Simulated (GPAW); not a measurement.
A run of GPAW 26.7.0 is set up as follows.

Contents of run.py:

```python
from ase import Atoms
from ase.filters import FrechetCellFilter
from ase.io import write
from ase.optimize import BFGS
from gpaw import GPAW, PW, setup_paths

setup_paths.insert(0, '.')

atoms = Atoms(['Ga', 'P'],
              cell=[[0.0, 2.72525, 2.72525],
                    [2.72525, 0.0, 2.72525],
                    [2.72525, 2.72525, 0.0]],
              scaled_positions=[[0.0, 0.0, 0.0],
                                [0.75, 0.75, 0.75]],
              pbc=True)

calc = GPAW(mode=PW(600),
            xc='PBEsol',
            kpts={'size': (8, 8, 8), 'gamma': True},
            occupations={'name': 'fermi-dirac', 'width': 0.05},
            nbands=11,
            convergence={'density': 1e-05, 'forces': 0.0001},
            maxiter=150,
            txt='gpaw.txt')
atoms.calc = calc
opt = BFGS(FrechetCellFilter(atoms), trajectory='relax.traj', logfile='-')
done = opt.run(fmax=0.02, steps=60)
calc.write('gs.gpw')
write('result.traj', atoms)
print('Converged:', done)
print('Cell:', atoms.cell.cellpar().round(4))
print('Volume:', round(atoms.get_volume(), 4))
print(atoms.get_scaled_positions().round(5))
```

Potentials or basis: PAW data sets generated in the run's folder for this functional, pw.

Run with:

```sh
$ gpaw-setup -f PBEsol Ga P
$ OMP_NUM_THREADS=1 python run.py
```

Q: Estimate the relaxed cell.

A: a = 3.876 Å, b = 3.876 Å, c = 3.876 Å, α = 60.00°, β = 60.00°, γ = 60.00°.

Q: What does it give for the space group after relaxing (to 0.05 Å)?

A: F-43m (No. 216).

Q: Predict the relaxed volume.

A: 20.58 Å³/atom.

Q: What does it give for the band gap on the k mesh?

A: 1.56 eV, indirect (least direct gap 1.67 eV).

Final structure:
```yaml
crystal:
  lattice:
    - [0.00000, 2.74050, 2.74050]
    - [2.74050, 0.00000, 2.74050]
    - [2.74050, 2.74050, 0.00000]
  atoms:
    - { symbol: Ga, position: [0.00000, 0.00000, 0.00000] }
    - { symbol: P, position: [0.75000, 0.75000, 0.75000] }
```

Caveat: the data sets keep Ga 3d, Li 1s and Be 1s frozen, and some such compounds lay over 1.5 % in volume off other programs; later steps reuse the first step's grids. A k mesh can miss the band edges.
